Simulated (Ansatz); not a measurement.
## Computed properties of Si3N4 (I-43d)

All numbers come from the plane-wave code Ansatz. The values are computed, spin-unpolarised, and not measurements.

Structure: a 14-atom cell of Si3N4 (I-43d) from a materials database, at its r2SCAN minimum. Space group I-43d (No. 220), cubic; a = 6.443 Å in the conventional setting, 9.55 Å³ an atom. Si has 4 N at 1.74 Å; N has 3 Si at 1.74 Å.

```
Si N
1.0
    -3.22138    3.22138    3.22138
     3.22138   -3.22138    3.22138
     3.22138    3.22138   -3.22138
Si N
6 8
Direct
  0.37500 0.25000 0.62500
  0.62500 0.37500 0.25000
  0.87500 0.12500 0.75000
  0.25000 0.62500 0.37500
  0.75000 0.87500 0.12500
  0.12500 0.75000 0.87500
  0.50000 0.00000 0.06251
  0.56251 0.50000 0.00000
  0.93749 0.93749 0.93749
  0.00000 0.56251 0.50000
  0.43749 0.43749 0.43749
  0.00000 0.06251 0.50000
  0.50000 0.00000 0.56251
  0.06251 0.50000 0.00000
```

Relaxed lattice by functional, symmetry kept:
```
functional  k mesh  a (Å)  volume (Å³/atom)
       PBE   6×6×6  6.490              9.76
    r2SCAN   6×6×6  6.443              9.55
    PBEsol   6×6×6  6.455              9.61
```

Band edges at fixed r2SCAN geometry:
```
 level  k mesh  gap (eV)      kind                    edges  least direct gap (eV)
   PBE   6×6×6      4.12  indirect  P–H (0.33) → Γ–H (0.30)                   4.30
r2SCAN   6×6×6      4.74  indirect  P–H (0.34) → Γ–H (0.29)                   4.92
 HSE06   4×4×4      5.52  indirect  P–H (0.34) → Γ–H (0.50)                   5.72
  PBE0   4×4×4      6.28  indirect  P–H (0.34) → Γ–H (0.50)                   6.48
```
PBE: smearing of 0.02 eV; the others have fixed occupations.
Wave cutoffs: 420 eV, 500 eV (r2SCAN).
Points off the special ones are mesh points or PBE's searched band edges, reused at the other levels.

With HSE06 the valence top lies at P–H (0.34 of the way from P) and the conduction bottom at Γ–H (0.50 of the way from Γ), 5.52 eV higher; the smallest vertical gap, at N–Γ (0.60 of the way from N), is 5.72 eV.

r2SCAN covers 44 % of the step from PBE to HSE06. All these functionals give a gap of the same kind, indirect.

On the PBEsol cell (a = 6.455 Å), with PBEsol: The zone-centre optical frequencies run from 273 to 920 cm⁻¹, none imaginary (the rest of the zone wasn't tested). With the long-range field the highest mode reaches 1075 cm⁻¹. The electronic dielectric tensor ε∞ is 4.74 in all directions. With the ions relaxed, ε⁰ is 9.6 in all directions. Born charges, averaged over directions: Si +3.42, N -2.57 e. The program notes that the ground state's band table doesn't vouch for all the bands that the response reads.

The meshes of the hybrids are coarse, so their gaps aren't converged to the digits shown.
